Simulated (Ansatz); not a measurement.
# Hf (P6_3/mmc) in Ansatz: further runs

The runs below take Hf through relaxation of cell and atoms, single point, with PBE.

Everything below comes from runs of Ansatz 0.2.0. Logs are shortened: lines on timing, memory, paths and dates and some standing lists are left out, and cuts for length are marked.

### Step 1. The crystal as given

Symmetry: P6_3/mmc, No. 194, hexagonal system. Conventional cell: a = 3.197 Å, b = 3.197 Å, c = 5.058 Å, α = 90.00°, β = 90.00°, γ = 120.00°. Hf (site symmetry -6m2) is surrounded by 12 Hf at 3.13 to 3.20 Å.

### Step 2. Relaxation of cell and atoms, PBE, target pressure 10 GPa, at which the enthalpy is minimised

The input, input.yaml:

```yaml
crystal:
  lattice:
    - [3.1967, 0.0, 0.0]
    - [-1.59835, 2.7684234083, 0.0]
    - [0.0, 0.0, 5.0578]
  atoms:
    - { symbol: Hf, position: [0.6666666667, 0.3333333333, 0.75] }
    - { symbol: Hf, position: [0.3333333333, 0.6666666667, 0.25] }
hamiltonian:
  xc: pbe
  pseudopotentials: { kind: paw }
kpoints:
  mp_grid: { grid: [10, 10, 5] }
scf:
  occupations: { method: fermi_dirac, width: 0.05 }
output:
  forces: true
  stress: true
  eigenvalues: true
relax:
  f_tol: 0.01
  max_steps: 40
  cell: { stress_tol: 0.05, p_target: 10.0 }
```

Potentials or basis: Ansatz PAW.

Run with:

```bash
$ ansatz run input.yaml --threads 2 --pin off --max-ram 5632MiB --backend cpu --events-out ev --progress --plain --runs-dir out
```

The program printed:

```text
Warning: RAYON_NUM_THREADS=2 ignored (pool sized by the plan → 2); use --threads N
Engine: ansatz 0.2.0, aarch64-unknown-linux-gnu
Pseudopotentials: kind: paw
Pseudopotential: Hf, paw, valence charge 26, recommended cutoff 420 eV (normal), Hf.paw.azcp
Functional definition: PBE
  parameter kappa = 0.804
  parameter beta = 0.06672455060314922
  exchange = pbe_x(kappa = kappa, mu = beta*pi^2/3)
  correlation = pbe_c(beta = beta)
Crystal: 2 atoms, lattice volume = 44.761 Å³
Basis set: ecut = 420 eV, 881 PW (Γ), exchange–correlation on 48×48×72 points (8 copies of the dense FFT grid, shifted against one another)
Bands: 32, of which v1, the nominal top of the filled ones, is band 26 counted from 1 (25 counted from 0)
Symmetry: 24 space group operations
Space group: P63/mmc (ITA 194), of the structure as read, at distance tolerance 3.6e-5 Å
k-points: 42 of 500
Non-local potential: Hf, projectors of the file, l = 0: 3, l = 1: 2, l = 2: 2, l = 3: 3
PAW form: soft (Blöchl's): semilocal exchange-correlation on the pseudo side does not see the compensation charge
PAW one-centre angular grid: Hf, 590 points (default); XC on 64 Gauss nodes
Initial density: superposition of atomic densities (neutral atoms: chi_scale 0, normalization atom), corrected by the library's trained network
Initial wavefunctions: pseudopotential atomic-orbital guess
Functional: x = pbe(κ = 0.804, μ = 0.2195149727645171), c = pbe(β = 0.06672455060314922)
SCF iter   1: F=—  HF=-31442.728190 eV  |F-HF|=—  |Δ(HF+E_count)|=         —  Δρ=3.00e-3  dr2=1.90e-3  ethr=1.77e-3  ⟨swp⟩=4.8  Hψ=4484  notcnv=0
preconditioner: auto → Kerker (q_TF=auto, 2.797 Å⁻¹)  [metal: Δε(μ)=0.012 eV  Ē_g=17.562 eV  σ=0.050 eV  W_gap=0.06  n_scr=22 (ndim 8)  ℏωp=38.5 eV  f_vac=0.000  D(μ)=1.27/eV (n_scr^D=2)]
SCF iter   2: F=—  HF=-31442.728473 eV  |F-HF|=—  |Δ(HF+E_count)|=   2.82e-4  Δρ=1.86e-3  dr2=8.08e-4  ethr=3.66e-6  ⟨swp⟩=2.4  Hψ=2455  notcnv=0
SCF iter   3: F=—  HF=-31442.728694 eV  |F-HF|=—  |Δ(HF+E_count)|=   2.21e-4  Δρ=3.06e-4  dr2=3.88e-5  ethr=1.55e-6  ⟨swp⟩=3.0  Hψ=2417  notcnv=0
SCF iter   4: F=—  HF=-31442.728712 eV  |F-HF|=—  |Δ(HF+E_count)|=   1.83e-5  Δρ=1.67e-4  dr2=7.86e-6  ethr=7.47e-8  ⟨swp⟩=2.0  Hψ=2430  notcnv=0
SCF iter   5: F=—  HF=-31442.728710 eV  |F-HF|=—  |Δ(HF+E_count)|=   2.82e-6  Δρ=5.34e-5  dr2=7.84e-7  ethr=1.51e-8  ⟨swp⟩=2.0  Hψ=2088  notcnv=0
SCF iter   6: F=-31442.728710 eV  HF=-31442.728710 eV  |F-HF|=8.10e-9  |Δ(HF+E_count)|=   3.32e-7  Δρ=1.28e-5  dr2=3.83e-8  ethr=1.92e-10  ⟨swp⟩=4.3  Hψ=6667  notcnv=0
SCF 1 converged in 6 iterations: F = -31442.728710 eV  dr2 = 3.83e-8
relax step   1: F+E_penalty+E_count = -31442.72870992 eV  Δ(F+E_penalty+E_count) = +0.000e0 eV  max|allowed force component| = 2.776e-16 eV/Å  Δτ_max = 0.0000 Å  P = +0.593 GPa  Ω = 44.761 Å³  (6 SCF iters, dr2 threshold 1.00e-7 eV, accepted)
Crystal: 2 atoms, lattice volume = 38.596 Å³
Basis set: ecut = 420 eV, 749 PW (Γ), exchange–correlation on 48×48×72 points (8 copies of the dense FFT grid, shifted against one another)
Initial density: handed on by an earlier stage of this run
[... 52 lines left out ...]
basis re-selected at this cell: Δ(F+E_penalty+E_count) = +9.009e-4 eV, ΔP = -0.008 GPa vs the last step (what re-selecting the basis moved, of the pressure what is left beyond the Pulay correction that the steps carried, after the strain that the cell walked since its last selection, with what the two solves' SCF thresholds leave and, on support functions, any second-order correction that the steps lacked; it is no measure of the basis error at this ecutwfc). This SCF's stress stands 9.61e-3 GPa from its target on what of the cell is left free (relax.cell.stress_tol is 5.00e-2 GPa) and its largest allowed force component is 5.92e-16 eV/Å (relax.f_tol is 1.00e-2 eV/Å): within both
SCF converged after 6 iterations
Free energy (F): -31442.625782 eV
Harris-Foulkes:  -31442.625782 eV  (|F-HF|=1.09e-11)
Internal energy: -31442.617664 eV  (E = F + TS)
E sigma→0 (E₀):  -31442.621723 eV
Entropy (-TS):   -0.008118 eV (-4.059 meV/atom)
Fermi energy:    21.583652 eV
--- Per-component energies (eV) ---
  E_band       = 168.631928
  E_kinetic    = 854.884996
  E_local      = -9735.649839  (includes V_loc(G=0)·N_el)
  E_nonlocal   = -2487.930976
  E_hartree    = 4616.413845
  E_xc         = -602.673428
  E_vxc        = -535.628936  (∫ρ·V_xc dr)
  E_paw        = -13857.237251  (= ΣΔE_a)
  E_vpaw       = 2840.128984  (= ΣTr[D̂ρ^β])
  E_aug_tail   = -0.000002  (compensation charges beyond the density's cutoff)
  E_ewald      = -10230.425008
  E_smearing   = -0.008118  (= −TS)
  E_closure    = -0.000000  (closes the sum)
  Σ components = -31442.625782   (vs F -31442.625782, Δ=0.00e0)
--- Forces (eV/Å), atoms counted from 1 ---
  atom   1  Hf     0.00000000    -0.00000000    -0.00000000
  atom   2  Hf     0.00000000     0.00000000     0.00000000
  max |Σ_I F_I| component: 1.11e-16 eV/Å
--- Stress (GPa, compression-positive) ---
        9.993476       0.000000       0.000000
        0.000000       9.993476      -0.000000
        0.000000      -0.000000       9.990388
  P = ⅓ Tr σ = 9.9924 GPa (99.924 kbar)
--- Band table (eV; the first three rows and the last of 42) ---
  k-point 0: bands = ["-40.1252", "-40.0251", "-9.4313", "-8.4818", "-8.4818", "-8.3204", "-8.3204", "-8.3193", "9.9175", "9.9576", "9.9631", "9.9631", "9.9651", "9.9651", "9.9667", "9.9791", "9.9791", "9.9871", "10.0121", "10.0121", "10.0619", "10.0663", "13.9862", "17.6568", "22.5350", "22.7970", "22.7970", "23.0993", "23.7047", "23.7047", "24.4118", "24.4118"]
  k-point 1: bands = ["-40.1157", "-40.0347", "-9.3328", "-8.4665", "-8.4665", "-8.4342", "-8.3360", "-8.3360", "9.9188", "9.9470", "9.9470", "9.9568", "9.9633", "9.9666", "9.9666", "9.9877", "9.9877", "9.9889", "10.0192", "10.0192", "10.0623", "10.0659", "14.3826", "17.4948", "22.0093", "22.6236", "22.6236", "22.7649", "23.3991", "23.3991", "25.0138", "25.0138"]
  k-point 2: bands = ["-40.0908", "-40.0599", "-9.0679", "-8.7253", "-8.4264", "-8.4264", "-8.3766", "-8.3766", "9.9255", "9.9395", "9.9416", "9.9416", "9.9494", "9.9494", "9.9754", "9.9856", "10.0096", "10.0096", "10.0214", "10.0214", "10.0634", "10.0648", "15.4415", "16.7201", "21.5939", "22.0423", "22.5695", "22.5695", "22.8728", "22.8728", "26.2081", "26.2081"]
  k-point 41: bands = ["-40.0206", "-40.0167", "-9.1804", "-9.1659", "-8.9294", "-8.8289", "-8.5269", "-8.4958", "9.9485", "9.9573", "9.9609", "9.9667", "9.9698", "9.9732", "9.9836", "9.9868", "9.9870", "9.9890", "9.9907", "9.9980", "10.0382", "10.0385", "19.3547", "19.3715", "20.2736", "20.4174", "21.3779", "21.6341", "23.8456", "24.7679", "27.1227", "27.5112"]
--- Relaxed structure (5 steps of the walk, 5 accepted, 1 SCFs on fresh bases) ---
  F+E_penalty+E_count = -31442.62578197 eV   max|allowed force component| = 5.921e-16 eV/Å   (the final SCF, on the basis selected at the relaxed cell)
  cell:  # Å, volume = 41.4884 Å³
    - [3.1159931733353616, -4.619426847321147e-34, 0.0]
    - [-1.5579965866676808, 2.6985292461273107, -2.546765001943644e-18]
    - [0.0, -4.652838864266154e-18, 4.9340395875374785]
  atoms:
    - { symbol: Hf, position: [0.6666666666666666, 0.3333333333333333, 0.75] }
    - { symbol: Hf, position: [0.3333333333333333, 0.6666666666666666, 0.24999999999999997] }
```

Run time: 11 s. Hardware: 2 threads of Arm Neoverse V1, shared host; peak memory 0.36 GiB.

Results:

* Free energy: -31442.6258 eV
* Relaxed volume: 20.74 Å³/atom
* Relaxed cell: a = 3.116 Å, b = 3.116 Å, c = 4.934 Å, α = 90.00°, β = 90.00°, γ = 120.00°
* Space group after relaxing (to 0.05 Å): P6_3/mmc (No. 194)
* Energy change on relaxing (the enthalpy is what falls): +51.5 meV/atom
* Ionic steps: 6
* Pressure after relaxing: 10.0 GPa
* Band gap on the k mesh: none (metal or under the smearing width)

Step by step:
| step | energy change (eV) | largest force (eV/Å) | volume (Å³) |
| --- | --- | --- | --- |
| 1 | 0.0000 | 0.0000 | 44.76 |
| 2 | 0.3798 | 0.0000 | 38.60 |
| 3 | 0.0864 | 0.0000 | 41.75 |
| 4 | 0.1007 | 0.0000 | 41.51 |
| 5 | 0.1020 | 0.0000 | 41.49 |
| 6 | 0.1029 | 0.0000 | 41.49 |

Final structure:
```
CELL_PARAMETERS angstrom
3.11599 0.00000 0.00000
-1.55800 2.69853 0.00000
0.00000 0.00000 4.93404
ATOMIC_POSITIONS crystal
Hf 0.66667 0.33333 0.75000
Hf 0.33333 0.66667 0.25000
```

Levels at points of the mesh, in eV from the Fermi level:
| k point | band 22 | band 23 | band 24 | band 25 | band 26 | band 27 | band 28 | band 29 | band 30 | band 31 |
| --- | --- | --- | --- | --- | --- | --- | --- | --- | --- | --- |
| (0.00, 0.00, 0.00) | -11.52 | -7.60 | -3.93 | 0.95 | 1.21 | 1.21 | 1.52 | 2.12 | 2.12 | 2.83 |
| (0.00, -0.50, 0.00) | -11.55 | -3.45 | -3.01 | -2.45 | -0.64 | 0.79 | 0.99 | 1.84 | 6.42 | 6.99 |

Caveat: the plane-wave basis is chosen anew once the cell has moved, so the energies of steps on either side of that aren't comparable. Spin-orbit coupling is left out, which matters for the levels of Hf.

(Part 1 of 2 ends here.)
